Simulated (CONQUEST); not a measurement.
# AlN (P6_3mc) in CONQUEST: a series of runs

The runs below take AlN through equation of state, with PBEsol.

Everything below comes from runs of CONQUEST 1.3. Logs are shortened: lines on timing, memory, paths and dates and some standing lists are left out, and cuts for length are marked.

## 1. The crystal as given

Symmetry: P6_3mc, No. 186, hexagonal system. Conventional cell: a = 3.113 Å, b = 3.113 Å, c = 4.981 Å, α = 90.00°, β = 90.00°, γ = 120.00°. Around Al (site symmetry 3m) lie 4 N at 1.89 Å. N (site symmetry 3m) has 4 Al at 1.89 Å as nearest neighbours.

## 2. Equation of state, PBEsol, 9.82 Å³/atom (volume scaled by 0.94)

File Conquest_input:

```
IO.Title AlN
IO.Coordinates coords.dat
IO.FractionalAtomicCoords T
IO.Iprint 2
IO.Iprint_init 1
General.NumberOfSpecies 2
General.PseudopotentialType hamann
AtomMove.TypeOfRun static
AtomMove.FullStress T
Grid.PointsAlongX 36
Grid.PointsAlongY 60
Grid.PointsAlongZ 60
DM.SolutionMethod diagon
Diag.MPMesh T
Diag.GammaCentred T
Diag.MPMeshX 9
Diag.MPMeshY 6
Diag.MPMeshZ 5
Diag.kT 0.00183747
minE.SCTolerance 1e-6
SC.MaxIters 100
IO.AtomChargeOutput T
%block ChemicalSpeciesLabel
1 26.980 Al
2 14.010 N
%endblock
```

File coords.dat:

```
    5.7626282719     0.0000000000     0.0000000000
    0.0000000000     9.2205754650     0.0000000000
    0.0000000000     0.0000000000     9.9811649523
8
  0.0000000000   0.5000000000   0.3333333330 1 T T T
  0.5000000000   0.5000000000   0.8333333330 1 T T T
  0.0000000000   0.0000000000   0.6666666670 1 T T T
  0.5000000000   0.0000000000   0.1666666670 1 T T T
  0.0000000000   0.8800000000   0.3333333330 2 T T T
  0.5000000000   0.8800000000   0.8333333330 2 T T T
  0.0000000000   0.3800000000   0.6666666670 2 T T T
  0.5000000000   0.3800000000   0.1666666670 2 T T T
```

Potentials or basis: PseudoDojo NC PBEsol, DZP, grid of 36 × 60 × 60 points.

Launch:

```sh
> Conquest
```

The program printed:

```text
Simulation cell dimensions:     5.7626 a0 x     9.2206 a0 x     9.9812 a0

      Atomic coordinates (a0)
         Atom         X         Y         Z  Species
            1    0.0000    4.6103    3.3271        1
            2    2.8813    4.6103    8.3176        1
            3    0.0000    0.0000    6.6541        1
            4    2.8813    0.0000    1.6635        1
            5    0.0000    8.1141    3.3271        2
            6    2.8813    8.1141    8.3176        2
            7    0.0000    3.5038    6.6541        2
            8    2.8813    3.5038    1.6635        2

         Monkhorst-Pack mesh:   9 x   6 x   5 gamma-centred
        This calculation includes non-local pseudopotentials,
         with a maximum core radius of      8.23709393

    Job title: AlN
    Job to be run: static calculation

    Ground state search:
      Support functions represented with PAO basis
      1:1 PAO to SF mapping
      Non-spin-polarised electrons
      Solving for the K matrix using diagonalisation
      Using Fermi-Dirac smearing

    Integration grid size:     36 x   60 x   60

    Integration grid spacing:  0.160 a0 x 0.154 a0 x 0.166 a0

    Number of species:  2
    --------------------------------------------------------
    |   #  mass (au)  Charge (e)  SF Rad (a0)  NSF  Label  |
    --------------------------------------------------------
    |   1     26.980       3.000        8.484   13  Al     |
    |   2     14.010       5.000        5.656   13  N      |
    --------------------------------------------------------
          SCF tolerance:                 0.00000100
          SCF iterations:               100

    LibXC version:  6. 2. 2
    Using the GGA functional Perdew, Burke & Ernzerhof SOL
    Using the GGA functional Perdew, Burke & Ernzerhof SOL

           radial cut-off to be used is taken to be max PAO cut-off radius for this species:    8.237094

           greatest ang. mom. for making density from PAOs:  2

           radial cut-off to be used is taken to be max PAO cut-off radius for this species:    5.483972

           greatest ang. mom. for making density from PAOs:  2
    Minimum blocs/proc is     2025. Maximum blocs/proc is     2025
    set_atom_dens: In set_atomic_density, electrons :      32.000000000000
 matrix_size & matrix_size_padH =          104         104

    Screened ion int: energy:     -33.056767249202 Ha

    new_SC_potl: Starting.  Tolerance:  0.10000E-05

    PulayMixSC: Starting Pulay mixing, A_up =  0.500 A_dn =  0.500
    PulayMixSC: Spin non-polarised calculation.
          Harris-Foulkes Energy            :       -51.299235494745744 Ha
          (TS=0 as O(N) or entropic contribution is negligible)
          DFT Total Energy                 :       -50.530441137373444 Ha
          Total number of electrons        :        31.999999999999748
    PulayMixSC: Pulay iteration     1 residual:              0.13086E-01
          Harris-Foulkes Energy            :       -51.020415942369112 Ha
          (TS=0 as O(N) or entropic contribution is negligible)
          DFT Total Energy                 :       -50.950627807475684 Ha
          Total number of electrons        :        32.000023063533085
    PulayMixSC: Pulay iteration     2 residual:              0.55189E-02
          Harris-Foulkes Energy            :       -50.993208807473223 Ha
          (TS=0 as O(N) or entropic contribution is negligible)
          DFT Total Energy                 :       -50.992177126541222 Ha
          Total number of electrons        :        32.000028762102026
    PulayMixSC: Pulay iteration     3 residual:              0.15793E-02
          Harris-Foulkes Energy            :       -50.992331361705723 Ha
          (TS=0 as O(N) or entropic contribution is negligible)
          DFT Total Energy                 :       -50.992328579798674 Ha
          Total number of electrons        :        32.000041947516891
    PulayMixSC: Pulay iteration     4 residual:              0.80870E-04
          Harris-Foulkes Energy            :       -50.992328791005491 Ha
          (TS=0 as O(N) or entropic contribution is negligible)
          DFT Total Energy                 :       -50.992328730335345 Ha
          Total number of electrons        :        32.000041288142015
    PulayMixSC: Pulay iteration     5 residual:              0.10898E-04
          Harris-Foulkes Energy            :       -50.992328741990839 Ha
          (TS=0 as O(N) or entropic contribution is negligible)
          DFT Total Energy                 :       -50.992328740377538 Ha
          Total number of electrons        :        32.000041414026235
    PulayMixSC: Pulay iteration     6 residual:              0.68611E-06
    PulayMixSC: Reached SCF tolerance of  0.68611E-06 after      6 iterations
      | Number of electrons      =        32.000041
      |* band energy as 2Tr[K.H] =       -17.014227380894795 Ha
      |  screened ion-ion energy =       -33.056767249201734 Ha
      |  Ha correction           =        -2.515622538244666 Ha
      |  XC correction           =         1.594253294350791 Ha
      |* Harris-Foulkes energy   =       -50.992328741990839 Ha
      |* DFT total energy        =       -50.992328740377538 Ha
      |  estimated accuracy      =        -0.000000001613301 Ha

    force: Forces on atoms (Ha/a0)
    force:  Atom   X              Y              Z
    force:     1   0.0000000000  -0.0037563619  -0.0000138184
    force:     2  -0.0000000000  -0.0037563619  -0.0000138184
    force:     3  -0.0000000000  -0.0037563619   0.0000138184
    force:     4  -0.0000000000  -0.0037563619   0.0000138184
    force:     5  -0.0000000000   0.0037732144   0.0000144481
    force:     6  -0.0000000000   0.0037732144   0.0000144481
    force:     7  -0.0000000000   0.0037732144  -0.0000144481
    force:     8  -0.0000000000   0.0037732144  -0.0000144481

    force: Maximum force :        0.00377321(Ha/a0) on atom         5 in y direction
    force: Force Residual:        0.00376482 Ha/a0
    force: Total stress:        -17.39885951     0.00000000     0.00000000 GPa
                             0.00000000   -18.36618484     0.00000000
                             0.00000000     0.00000000   -16.98791584
    force: Average pressure:     17.58432006 GPa

    force: Finished force
    get_E_and_F: Change in energy during last step of electronic optimisation:  0.49015E-07

    BIBLIOGRAPHY: Please consider citing the following references in the conquest.bib file

    CONQUEST:         Bowler2002pt, Miyazaki2004, Nakata2020
    Basis:            Bowler2019
    DM:               Bowler:2006xr
    Pseudopotentials: Hamann2013, Bowler2019
    XC references from LibXC:
```

Wall time 1.7 min (1 thread of AMD EPYC 9R45 (Zen 5), shared host); peak memory 1.6 GiB.

What came out:

```yaml
Free_energy: -1387.5720 eV
Pressure: 17.6 GPa
Largest_force: 0.194 eV/Å
Band_gap_on_the_k_mesh: 4.89 eV
Mulliken_charges: Al +0.62; N -0.62 e
```

Caveat: Mulliken charges move with the basis; an odd mesh through Γ misses points on the zone boundary, where band edges often lie; the basis of atomic orbitals isn't converged, which shifts pressures, moduli and gaps.

## 3. Equation of state, PBEsol, 10.03 Å³/atom (volume scaled by 0.96)

Conquest_input is that of step 2.

coords.dat, as its differences from that of step 2:

```diff
@@ -1,4 +1,4 @@
-    5.7626282719     0.0000000000     0.0000000000
-    0.0000000000     9.2205754650     0.0000000000
-    0.0000000000     0.0000000000     9.9811649523
+    5.8032114984     0.0000000000     0.0000000000
+    0.0000000000     9.2855112345     0.0000000000
+    0.0000000000     0.0000000000    10.0514571622
 8
```

Potentials or basis: PseudoDojo NC PBEsol, DZP, grid of 36 × 60 × 60 points.

Launch:

```sh
> Conquest
```

Run time: 1.7 min. Hardware: 1 thread of AMD EPYC 9R45 (Zen 5), shared host; peak memory 1.6 GiB.

Results (log left out):

* Free energy: -1387.7250 eV
* Pressure: 11.8 GPa
* Largest force: 0.184 eV/Å
* Band gap on the k mesh: 4.72 eV
* Mulliken charges: Al +0.66; N -0.66 e

Caveat: Mulliken charges move with the basis; an odd mesh through Γ misses points on the zone boundary, where band edges often lie; the basis of atomic orbitals isn't converged, which shifts pressures, moduli and gaps.

## 4. Equation of state, PBEsol, 10.24 Å³/atom (volume scaled by 0.98)

Conquest_input is that of step 3.

coords.dat, as its differences from that of step 3:

```diff
@@ -1,4 +1,4 @@
-    5.8032114984     0.0000000000     0.0000000000
-    0.0000000000     9.2855112345     0.0000000000
-    0.0000000000     0.0000000000    10.0514571622
+    5.8432349113     0.0000000000     0.0000000000
+    0.0000000000     9.3495512667     0.0000000000
+    0.0000000000     0.0000000000    10.1207797470
 8
```

Launch:

```sh
> Conquest
```

It took 1.7 min on 1 thread of AMD EPYC 9R45 (Zen 5), shared host; peak memory 1.6 GiB.

The run converged. Its results:

```
Free energy            : -1387.8245 eV
Pressure               : 7.2 GPa
Largest force          : 0.169 eV/Å
Band gap on the k mesh : 4.52 eV
Mulliken charges       : Al +0.69; N -0.69 e
```

Caveat: Mulliken charges move with the basis; an odd mesh through Γ misses points on the zone boundary, where band edges often lie; the basis of atomic orbitals isn't converged, which shifts pressures, moduli and gaps.

## 5. Equation of state, PBEsol, 10.45 Å³/atom

Conquest_input is that of step 4.

coords.dat, as its differences from that of step 4:

```diff
@@ -1,4 +1,4 @@
-    5.8432349113     0.0000000000     0.0000000000
-    0.0000000000     9.3495512667     0.0000000000
-    0.0000000000     0.0000000000    10.1207797470
+    5.8827174260     0.0000000000     0.0000000000
+    0.0000000000     9.4127258268     0.0000000000
+    0.0000000000     0.0000000000    10.1891654684
 8
```

Launch:

```sh
> Conquest
```

Wall time 100 s (1 thread of AMD EPYC 9R45 (Zen 5), shared host); peak memory 1.6 GiB.

The run converged. Its results:

```
Free energy            : -1387.8777 eV
Pressure               : 3.0 GPa
Largest force          : 0.153 eV/Å
Band gap on the k mesh : 4.33 eV
Mulliken charges       : Al +0.72; N -0.72 e
```

Caveat: Mulliken charges move with the basis; an odd mesh through Γ misses points on the zone boundary, where band edges often lie; the basis of atomic orbitals isn't converged, which shifts pressures, moduli and gaps.

## 6. Equation of state, PBEsol, 10.66 Å³/atom (volume scaled by 1.02)

Conquest_input is that of step 5.

coords.dat, as its differences from that of step 5:

```diff
@@ -1,4 +1,4 @@
-    5.8827174260     0.0000000000     0.0000000000
-    0.0000000000     9.4127258268     0.0000000000
-    0.0000000000     0.0000000000    10.1891654684
+    5.9216769550     0.0000000000     0.0000000000
+    0.0000000000     9.4750635760     0.0000000000
+    0.0000000000     0.0000000000    10.2566453520
 8
```

Potentials or basis: PseudoDojo NC PBEsol, DZP, grid of 36 × 60 × 60 points.

Launch:

```sh
> Conquest
```

It took 98 s on 1 thread of AMD EPYC 9R45 (Zen 5), shared host; peak memory 1.6 GiB.

Results (log left out):

```yaml
Free_energy: -1387.8892 eV
Pressure: -0.9 GPa
Largest_force: 0.147 eV/Å
Band_gap_on_the_k_mesh: 4.15 eV
Mulliken_charges: Al +0.75; N -0.75 e
```

Caveat: Mulliken charges move with the basis; an odd mesh through Γ misses points on the zone boundary, where band edges often lie; the basis of atomic orbitals isn't converged, which shifts pressures, moduli and gaps.

## 7. Equation of state, PBEsol, 10.87 Å³/atom (volume scaled by 1.04)

Conquest_input is that of step 6.

coords.dat, as its differences from that of step 6:

```diff
@@ -1,4 +1,4 @@
-    5.9216769550     0.0000000000     0.0000000000
-    0.0000000000     9.4750635760     0.0000000000
-    0.0000000000     0.0000000000    10.2566453520
+    5.9601304801     0.0000000000     0.0000000000
+    0.0000000000     9.5365916869     0.0000000000
+    0.0000000000     0.0000000000    10.3232488114
 8
```

Launch:

```sh
> Conquest
```

It took 94 s on 1 thread of AMD EPYC 9R45 (Zen 5), shared host; peak memory 1.5 GiB.

Results (log left out):

* Free energy: -1387.8609 eV
* Pressure: -4.6 GPa
* Largest force: 0.123 eV/Å
* Band gap on the k mesh: 3.97 eV
* Mulliken charges: Al +0.78; N -0.78 e

Caveat: Mulliken charges move with the basis; an odd mesh through Γ misses points on the zone boundary, where band edges often lie; the basis of atomic orbitals isn't converged, which shifts pressures, moduli and gaps.

## 8. Equation of state, PBEsol, 11.08 Å³/atom (volume scaled by 1.06)

Conquest_input is that of step 7.

coords.dat, as its differences from that of step 7:

```diff
@@ -1,4 +1,4 @@
-    5.9601304801     0.0000000000     0.0000000000
-    0.0000000000     9.5365916869     0.0000000000
-    0.0000000000     0.0000000000    10.3232488114
+    5.9980941182     0.0000000000     0.0000000000
+    0.0000000000     9.5973359469     0.0000000000
+    0.0000000000     0.0000000000    10.3890037614
 8
```

Launch:

```sh
> Conquest
```

Wall time 90 s (1 thread of AMD EPYC 9R45 (Zen 5), shared host); peak memory 1.5 GiB.

Results (log left out):

```yaml
Free_energy: -1387.7936 eV
Pressure: -8.1 GPa
Largest_force: 0.121 eV/Å
Band_gap_on_the_k_mesh: 3.80 eV
Mulliken_charges: Al +0.80; N -0.80 e
```

Caveat: Mulliken charges move with the basis; an odd mesh through Γ misses points on the zone boundary, where band edges often lie; the basis of atomic orbitals isn't converged, which shifts pressures, moduli and gaps.

## 9. Equation of state, PBEsol

Potentials or basis: PseudoDojo NC PBEsol, DZP, grid of 36 × 60 × 60 points.

This step only gathers the single runs of the series.

What came out:

| Item | Value |
| --- | --- |
| Equilibrium volume | 10.61 Å³/atom |
| Bulk modulus at fixed shape and positions | 197 GPa |
| Pressure derivative of the bulk modulus | 3.2 (rough: it moves with the points fitted) |

Energy against volume, from the lowest point:
```csv
volume (Å³/atom),energy (meV/atom)
9.824,39.66
10.033,20.52
10.242,8.09
10.451,1.44
10.660,0.00
10.869,3.54
11.078,11.95
```

Caveat: the DZP basis gives volumes some 2 % larger than converged bases do, and moduli off by several per cent; the cell was scaled at fixed shape and fractional positions, which overstates the stiffness of a crystal with free parameters, most of all of layers and chains; the basis of atomic orbitals isn't converged, which shifts pressures, moduli and gaps.
